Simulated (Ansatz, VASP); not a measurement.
# Rb: VASP beside Ansatz

INCAR

```
SYSTEM = Rb
PREC     = Accurate       ! precision mode
ENCUT    = 520            ! plane-wave cutoff, eV
EDIFF    = 1E-7           ! SCF threshold, eV
ISMEAR   = -1             ! smearing method
SIGMA    = 0.05           ! smearing width, eV
LREAL    = .False.        ! projectors in reciprocal space
LASPH    = .True.         ! aspherical terms in the spheres
NELM     = 60             ! most SCF steps
ALGO     = Normal         ! electronic algorithm
ISIF     = 2              ! what is computed and relaxed
LWAVE    = .False.        ! write WAVECAR
LCHARG   = .True.         ! write CHGCAR
GGA      = PE             ! functional
LELF     = .True.         ! ELF
LVHAR    = .True.       
NBANDS   = 10             ! bands
```

The input KPOINTS:

```
regular mesh
0
Gamma
  6 6 6
  0 0 0
```

Contents of POSCAR:

```
Rb
1.0
    0.0000000000      3.6398846700      3.6398846700
    3.6398846700      0.0000000000      3.6398846700
    3.6398846700      3.6398846700      0.0000000000
Rb
1
Direct
    0.0000000000      0.0000000000      0.0000000000
```

input.yaml

```yaml
crystal:
  lattice:
    - [0.0, 3.63988467, 3.63988467]
    - [3.63988467, 0.0, 3.63988467]
    - [3.63988467, 3.63988467, 0.0]
  atoms:
    - { symbol: Rb, position: [0.0, 0.0, 0.0] }
hamiltonian:
  xc: pbe
  pseudopotentials: { kind: paw }
kpoints:
  mp_grid: { grid: [6, 6, 6] }
scf:
  occupations: { method: fermi_dirac, width: 0.05 }
output:
  forces: true
  stress: true
  eigenvalues: true
```

This isn't the form of Rb at room conditions, which is bcc.

Alike in both runs: task single point; functional PBE; k mesh 6 × 6 × 6; occupations fermi-dirac, width 0.05 eV; no spin polarisation.

|  | VASP | Ansatz |
| --- | --- | --- |
| version | VASP 6.6.1 | Ansatz 0.2.0 |
| potentials or method | VASP PAW PBE potentials, release 64 (Rb_sv) | Ansatz PAW |
| plane-wave cutoff (eV) | 520 | 420 |
| valence electrons in the cell | 9 | 9 |

```csv
,VASP,Ansatz,Ansatz less VASP
gap on the k mesh at the Fermi level (eV),none,none,-
pressure (GPa),-0.1,-0.1,0.00
```

A gap of «none» marks a metal or a gap that the smearing closes. The functional is the same, so the differences come from potentials, cutoffs and numerics.
